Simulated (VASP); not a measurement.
# CdS (F-43m) in VASP: a series of runs, part 2 of 2

VASP 6.6.1. The steps go on from the part before.

## Step 3: Relaxation of cell and atoms, PBE

This run uses another cell than the first one, of 26.16 Å³/atom, 1.054 times its volume.

Contents of INCAR:

```
SYSTEM = CdS
PREC = Accurate ; ENCUT = 520
EDIFF = 1E-7 ; ISMEAR = 0
SIGMA = 0.02 ; LREAL = .False.
LASPH = .True. ; NELM = 100
ALGO = Normal ; ISIF = 3
LWAVE = .False. ; LCHARG = .False.
GGA = PE ; IBRION = 2
NSW = 80 ; EDIFFG = -0.002
KPAR = 4
```

Contents of KPOINTS:

```
regular mesh
0
Gamma
  10 10 10
  0 0 0
```

Contents of POSCAR:

```
CdS                                     
1.0
    0.0000000000      2.9684162855      2.9684162855
    2.9684162855      0.0000000000      2.9684162855
    2.9684162855      2.9684162855      0.0000000000
  Cd              S             
     1     1
Direct
     0.0000000000000000    0.0000000000000000    0.0000000000000000
     0.2500000000000000    0.2500000000000000    0.2500000000000000
```

Potentials or basis: VASP PAW PBE potentials, release 64 (Cd, S).

The run is started by

```
cat potpaw_PBE.64/Cd/POTCAR potpaw_PBE.64/S/POTCAR > POTCAR
mpirun -np 4 vasp_std > vasp.out
```

OUTCAR:

```text
SYSTEM = CdS
   PREC = Accurate
   ENCUT = 520
   EDIFF = 1E-7
   ISMEAR = 0
   LREAL = .False.
   LASPH = .True.
   NELM = 100
   ISIF = 3
   GGA = PE
   IBRION = 2
   NSW = 80
   EDIFFG = -0.002

 ion  position               nearest neighbor table
   1  0.000  0.000  0.000-   2 2.57   2 2.57   2 2.57   2 2.57
   2  0.250  0.250  0.250-   1 2.57   1 2.57   1 2.57   1 2.57

  LATTYP: Found a face centered cubic cell.
 ALAT       =     5.9368325710

  Lattice vectors:

 A1 = (   0.0000000000,   2.9684162855,   2.9684162855)
 A2 = (   2.9684162855,   0.0000000000,   2.9684162855)
 A3 = (   2.9684162855,   2.9684162855,   0.0000000000)

Analysis of symmetry for initial positions (statically):
=====================================================================
 Subroutine PRICEL returns:
 Original cell was already a primitive cell.

 Routine SETGRP: Setting up the symmetry group for a
 face centered cubic supercell.

 Subroutine GETGRP returns: Found 24 space group operations
 (whereof 24 operations were pure point group operations)
 out of a pool of 48 trial point group operations.

The static configuration has the point symmetry T_d .

Analysis of symmetry for dynamics (positions and initial velocities):
=====================================================================
 Subroutine PRICEL returns:
 Original cell was already a primitive cell.

 Routine SETGRP: Setting up the symmetry group for a
 face centered cubic supercell.

 Subroutine GETGRP returns: Found 24 space group operations
 (whereof 24 operations were pure point group operations)
 out of a pool of 48 trial point group operations.

The dynamic configuration has the point symmetry T_d .

 Subroutine INISYM returns: Found 24 space group operations
 (whereof 24 operations are pure point group operations),
 and found     1 'primitive' translations

----------------------------------------------------------------------------------------

                                     Primitive cell

  volume of cell :      52.3124

  direct lattice vectors                    reciprocal lattice vectors
     0.000000000  2.968416286  2.968416286    -0.168439987  0.168439987  0.168439987
     2.968416286  0.000000000  2.968416286     0.168439987 -0.168439987  0.168439987
     2.968416286  2.968416286  0.000000000     0.168439987  0.168439987 -0.168439987

  length of vectors
     4.197974570  4.197974570  4.197974570     0.291746615  0.291746615  0.291746615

  position of ions in fractional coordinates (direct lattice)
     0.000000000  0.000000000  0.000000000
     0.250000000  0.250000000  0.250000000

  ion indices of the primitive-cell ions
   primitive index   ion index
                 1           1
                 2           2

----------------------------------------------------------------------------------------

[... 113 lines left out ...]
  ---------------------------------------------------
  ext. energy  EPLUGINS =         0.00000000
  ---------------------------------------------------
  free energy    TOTEN  =        -6.14773444 eV

  energy without entropy =       -6.14773444  energy(sigma->0) =       -6.14773444

------------------------ aborting loop because EDIFF is reached ----------------------------------------

  FORCE on cell =-STRESS in cart. coord.  units (eV):
  Direction    XX          YY          ZZ          XY          YZ          ZX
  --------------------------------------------------------------------------------------
  -------------------------------------------------------------------------------------
  Total        0.0050449      0.0050449      0.0050449     -0.0000000     -0.0000000     -0.0000000
  in kB        0.1545102      0.1545102      0.1545102     -0.0000000     -0.0000000     -0.0000000
  external PRESSURE =       0.1545102 kB  Pullay stress =       0.0000000 kB

 VOLUME and BASIS-vectors are now :
 -----------------------------------------------------------------------------
  energy-cutoff  :      520.00
  volume of cell :       52.31
      direct lattice vectors                 reciprocal lattice vectors
     0.000000000  2.968416286  2.968416286    -0.168439987  0.168439987  0.168439987
     2.968416286  0.000000000  2.968416286     0.168439987 -0.168439987  0.168439987
     2.968416286  2.968416286  0.000000000     0.168439987  0.168439987 -0.168439987

 POSITION                                       TOTAL-FORCE (eV/Angst)
 -----------------------------------------------------------------------------------
      0.00000      0.00000      0.00000         0.000000      0.000000      0.000000
      1.48421      1.48421      1.48421        -0.000000     -0.000000     -0.000000
 -----------------------------------------------------------------------------------
    total drift:                               -0.000000     -0.000000     -0.000000

  FREE ENERGIE OF THE ION-ELECTRON SYSTEM (eV)
  ---------------------------------------------------
  free  energy   TOTEN  =        -6.1477344442 eV

  energy  without entropy=       -6.1477344442  energy(sigma->0) =       -6.14773444

--------------------------------------- Ionic step        2  -------------------------------------------

 number of electron      18.0000000 magnetization

 Free energy of the ion-electron system (eV)
  ---------------------------------------------------
  ext. energy  EPLUGINS =         0.00000000
  ---------------------------------------------------
  free energy    TOTEN  =        -6.14773466 eV

  energy without entropy =       -6.14773466  energy(sigma->0) =       -6.14773466

 E-fermi :   0.9879     XC(G=0):  -8.9026

 val. band max:        0.8727395678   @ k =   0.0000   0.0000   0.0000
 cond. band min:       1.9040110041   @ k =   0.0000   0.0000   0.0000
 fundamental gap:      1.0312714363
 Fermi energy:         0.9878693852

 k-point     1 :       0.0000    0.0000    0.0000
  band No.  band energies     occupation
      1     -11.1847      2.00000
      2      -6.6784      2.00000
      3      -6.6784      2.00000
      4      -6.6784      2.00000
      5      -6.2679      2.00000
      6      -6.2679      2.00000
      7       0.8727      2.00000
      8       0.8727      2.00000
      9       0.8727      2.00000
     10       1.9040      0.00000
     11       7.4235      0.00000
     12       7.4235      0.00000
     13       7.4235      0.00000
[... 354 lines left out ...]
  band No.  band energies     occupation
      1     -10.7855      2.00000
      2      -6.4944      2.00000
      3      -6.4565      2.00000
      4      -6.4169      2.00000
      5      -6.2116      2.00000
      6      -6.0868      2.00000
      7      -2.2899      2.00000
      8      -0.6168      2.00000
      9      -0.4763      2.00000
     10       4.8615      0.00000
     11       5.4154      0.00000
     12       8.8005      0.00000
     13       9.8134      0.00000

 [... further k-points ...]

------------------------ aborting loop because EDIFF is reached ----------------------------------------

  FORCE on cell =-STRESS in cart. coord.  units (eV):
  Direction    XX          YY          ZZ          XY          YZ          ZX
  --------------------------------------------------------------------------------------
  -------------------------------------------------------------------------------------
  Total       -0.0014046     -0.0014046     -0.0014046      0.0000000     -0.0000000     -0.0000000
  in kB       -0.0430046     -0.0430046     -0.0430046      0.0000000     -0.0000000     -0.0000000
  external PRESSURE =      -0.0430046 kB  Pullay stress =       0.0000000 kB

 VOLUME and BASIS-vectors are now :
 -----------------------------------------------------------------------------
  energy-cutoff  :      520.00
  volume of cell :       52.33
      direct lattice vectors                 reciprocal lattice vectors
     0.000000000  2.968777510  2.968777510    -0.168419492  0.168419492  0.168419492
     2.968777510 -0.000000000  2.968777510     0.168419492 -0.168419492  0.168419492
     2.968777510  2.968777510 -0.000000000     0.168419492  0.168419492 -0.168419492

 POSITION                                       TOTAL-FORCE (eV/Angst)
 -----------------------------------------------------------------------------------
      2.96878     -0.00000      2.96878        -0.000000     -0.000000     -0.000000
      1.48439      1.48439      1.48439         0.000000      0.000000      0.000000
 -----------------------------------------------------------------------------------
    total drift:                               -0.000000     -0.000000     -0.000000

  FREE ENERGIE OF THE ION-ELECTRON SYSTEM (eV)
  ---------------------------------------------------
  free  energy   TOTEN  =        -6.1477346593 eV

  energy  without entropy=       -6.1477346593  energy(sigma->0) =       -6.14773466

 reached required accuracy - stopping structural energy minimisation
```

CONTCAR:

```text
CdS
   1.00000000000000
     0.0000000000000000    2.9687775098156539    2.9687775098156539
     2.9687775098156539   -0.0000000000000000    2.9687775098156539
     2.9687775098156539    2.9687775098156539   -0.0000000000000000
  Cd              S
     1     1
Direct
     0.0000000000000000    1.0000000000000000    0.0000000000000000
     0.2500000000000000    0.2500000000000000    0.2500000000000000

  0.00000000E+00  0.00000000E+00  0.00000000E+00
  0.00000000E+00  0.00000000E+00  0.00000000E+00
```

Wall time 13 s (4 MPI ranks of Intel Xeon Platinum 8488C (Sapphire Rapids), shared host); peak memory 0.19 GiB.

What came out:

```yaml
Free_energy: -6.1477 eV
Relaxed_volume: 26.17 Å³/atom
Relaxed_cell: a = 4.198 Å, b = 4.198 Å, c = 4.198 Å, α = 60.00°, β = 60.00°, γ = 60.00°
Space_group_after_relaxing_to_0.05_Å: F-43m (No. 216)
Energy_gained_by_relaxing: 0.0 meV/atom
Ionic_steps: 2
Pressure_after_relaxing: 0.0 GPa
Band_gap_on_the_k_mesh: 1.03 eV, direct
```

Final structure:
```
Cd S
1.0
     0.00000    2.96878    2.96878
     2.96878    0.00000    2.96878
     2.96878    2.96878    0.00000
Cd S
1 1
Direct
  0.00000 0.00000 0.00000
  0.25000 0.25000 0.25000
```
